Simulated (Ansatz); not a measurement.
An input for Ansatz 0.2.0 (O):

File input.yaml:

```yaml
crystal:
  lattice:
    - [1.6749479049, 0.9670316238, 3.7319995215]
    - [-1.6749479049, 0.9670316238, 3.7319995215]
    - [0.0, -1.9340632475, 3.7319995215]
  atoms:
    - { symbol: O, position: [0.057309, 0.053264, 0.051529] }
    - { symbol: O, position: [0.954457, 0.940337, 0.941417] }
kpoints:
  mp_grid: { grid: [9, 9, 9] }
  band_path:
    path:
      - [0.0, 0.0, 0.0]
      - [0.5, 0.0, 0.0]
      - [0.5, 0.2114284041, -0.2114284041]
    npoints: 6
scf:
  occupations: { method: gaussian, width: 0.1 }
hamiltonian:
  xc: lda
  pseudopotentials: { kind: all_electron, lapw: { basis_error: 0.001 } }
output:
  forces: true
  stress: true
  eigenvalues: true
```

Potentials or basis: all-electron LAPW, scalar-relativistic.

Launch:

```bash
$ ansatz run input.yaml --threads 1 --pin off --max-ram 3072MiB --backend cpu --events-out ev --progress --plain --runs-dir out
```

Problem. What does the program do with it?

Solution. The run stopped without a result. It printed:

Output:

```text
[... 10 lines left out ...]
Error: memory limit exceeded: the `scf loop` phase needs 3.72 GiB against the run's memory maximum of 3.00 GiB; largest carriers: full-potential basis 3.07 GiB, unmodelled-tail allowance 0.28 GiB, wavefunctions 0.15 GiB, full-potential band sums 0.06 GiB, full-potential states 0.05 GiB; a smaller basis.ecutwfc or, where none is typed, a larger hamiltonian.pseudopotentials.lapw.basis_error lowers the `full-potential` rows, and so do fewer k-points and bands; a spill directory would not be enough: with 365 of 365 wavefunction blocks spilled the largest phase would still need 3.58 GiB
with nothing else changed it takes a maximum of at least 3.73 GiB, with nothing to spare, and 4.10 GiB leaves up to a tenth: --max-ram 4.10GiB where that set the maximum, else more of the term that did, and with no share typed, where 4.10 GiB is over 0.88 of the host's memory or its container's limit, a share
```
